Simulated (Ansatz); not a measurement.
The cell is COD entry 9012501, as deposited and not checked against the literature; nothing was relaxed. The listed cell was then made from it by scaling, straining or moving an atom.

An input for Se: DFT, LDA, all-electron LAPW, scalar-relativistic (Ansatz 0.2.0).

Command: `ansatz run input.yaml --threads 1 --pin off --max-ram 4096MiB --backend cpu --events-out ev --progress --plain --runs-dir out` The run took 71 s on 1 thread of Arm Neoverse V1 (shared host), peak memory 0.38 GiB.

```yaml
crystal:
  lattice:
    - [4.3807057031, 0.0, 0.0]
    - [-2.1903528516, 3.7938024255, 0.0]
    - [0.0, 0.0, 4.9700572638]
  atoms:
    - { symbol: Se, position: [0.2254, 0.0, 0.3333333333] }
    - { symbol: Se, position: [0.0, 0.2254, 0.6666666667] }
    - { symbol: Se, position: [0.7746, 0.7746, 0.0] }
kpoints:
  mp_grid: { grid: [6, 6, 5] }
  band_path:
    path:
      - [0.0, 0.0, 0.0]
      - [0.5, 0.0, 0.0]
      - [0.3333333333, 0.3333333333, 0.0]
      - [0.0, 0.0, 0.0]
      - [0.0, 0.0, 0.5]
      - [0.5, 0.0, 0.5]
      - [0.3333333333, 0.3333333333, 0.5]
      - [0.0, 0.0, 0.5]
      - [0.5, 0.0, 0.5]
    npoints: 5
scf:
  occupations: { method: fermi_dirac, width: 0.03 }
hamiltonian:
  xc: lda
  pseudopotentials: { kind: all_electron, lapw: { basis_error: 0.0005 } }
output:
  forces: true
  stress: true
  eigenvalues: true
```

The results part of the log:

```
SCF 1 converged in 8 iterations: F = -198119.738901 eV  dr2 = 3.16e-8
NSCF: frozen V_eff on 41 k-points
SCF converged after 8 iterations
Free energy (F): -198119.738901 eV
Harris-Foulkes:  -198119.738901 eV  (|F-HF|=5.62e-9)
Internal energy: -198119.738901 eV  (E = F + TS)
E sigma→0 (E₀):  -198119.738901 eV
Fermi energy:    7.503115 eV
--- Per-component energies (eV) ---
  E_band       = -4955.450730
  E_kinetic    = 202740.830245
  E_xc         = -6923.003173
  E_electrostatic = -393937.565972  (all electrons and nuclei)
  E_smearing   = -0.000000  (= −TS)
  E_closure    = 0.000000  (closes the sum)
  E_atoms      = -198107.404742  (free atoms, spherical and without spin; not in F)
  Σ components = -198119.738901   (vs F -198119.738901, Δ=0.00e0)
  Basis errors (estimates in eV, not in F): energy 2.4e-4 per atom: plane waves 2.3e-4 (1.3e-4 summed), levels above the bands 8.2e-120, relativity 4.4e-9, radial functions 1.9e-5, core shells 2.0e-9; eigenvalues (radial functions only) 2.2e-7; not estimated: angular momenta, meshes, grids; target (lapw.basis_error) 5.0e-4; muffin-tin radii Se 1.191 Å
--- Forces (eV/Å), atoms counted from 1 ---
  atom   1  Se     0.11050170     0.00000000     0.00000000
  atom   2  Se    -0.05525085     0.09569728     0.00000000
  atom   3  Se    -0.05525085    -0.09569728    -0.00000000
  max |Σ_I F_I| component: 2.78e-17 eV/Å
--- Stress (GPa, compression-positive) ---
       -2.128604       0.000000      -0.000000
       -0.000000      -2.128604       0.000000
       -0.000000       0.000000      -1.152484
  P = ⅓ Tr σ = -1.8032 GPa (-18.032 kbar)
--- Band table (eV; the first three rows and the last of 27) ---
  k-point 0: bands = ["-200.4263", "-200.4260", "-200.4260", "-140.5665", "-140.5665", "-140.5640", "-140.5131", "-140.5115", "-140.5115", "-140.3075", "-140.3075", "-140.3075", "-41.3698", "-41.3698", "-41.3327", "-41.3267", "-41.3267", "-41.2810", "-41.1736", "-41.1689", "-41.1689", "-41.1297", "-41.1297", "-41.1266", "-41.1057", "-41.0799", "-41.0799", "-8.8230", "-4.7793", "-4.7793", "3.1618", "3.1618", "3.2469", "4.9809", "4.9809", "6.5983", "8.7736", "8.7736", "9.0729", "12.8370", "13.3422", "13.3422", "15.3563", "15.5134"]
  k-point 1: bands = ["-200.4263", "-200.4261", "-200.4259", "-140.5670", "-140.5659", "-140.5641", "-140.5130", "-140.5119", "-140.5112", "-140.3075", "-140.3075", "-140.3075", "-41.3812", "-41.3559", "-41.3336", "-41.3306", "-41.3204", "-41.2855", "-41.1734", "-41.1708", "-41.1671", "-41.1309", "-41.1286", "-41.1267", "-41.1034", "-41.0848", "-41.0768", "-8.6361", "-6.0634", "-3.5554", "2.7030", "3.3497", "3.4492", "5.0198", "5.3229", "6.3082", "8.4507", "8.5259", "8.7171", "13.7377", "13.7444", "13.8387", "14.2400", "15.2006"]
  k-point 2: bands = ["-200.4263", "-200.4262", "-200.4259", "-140.5673", "-140.5652", "-140.5646", "-140.5127", "-140.5123", "-140.5110", "-140.3075", "-140.3075", "-140.3075", "-41.3875", "-41.3440", "-41.3369", "-41.3325", "-41.3103", "-41.2970", "-41.1730", "-41.1722", "-41.1660", "-41.1316", "-41.1276", "-41.1270", "-41.0978", "-41.0910", "-41.0752", "-8.0856", "-7.2055", "-2.7295", "2.2561", "3.5621", "3.6206", "5.2630", "5.7092", "5.8052", "8.0728", "8.2200", "8.2459", "13.2741", "13.9477", "14.5149", "15.2834", "15.3591"]
  k-point 26: bands = ["-200.4263", "-200.4262", "-200.4259", "-140.5673", "-140.5652", "-140.5646", "-140.5127", "-140.5123", "-140.5110", "-140.3075", "-140.3075", "-140.3075", "-41.3875", "-41.3436", "-41.3366", "-41.3324", "-41.3104", "-41.2970", "-41.1731", "-41.1722", "-41.1658", "-41.1320", "-41.1275", "-41.1268", "-41.0990", "-41.0917", "-41.0738", "-7.6223", "-6.8724", "-3.7866", "1.3856", "1.8007", "2.4304", "5.6321", "6.4081", "6.8439", "8.2534", "9.6348", "9.7770", "13.4384", "14.7544", "15.1627", "15.3342", "17.2950"]
```
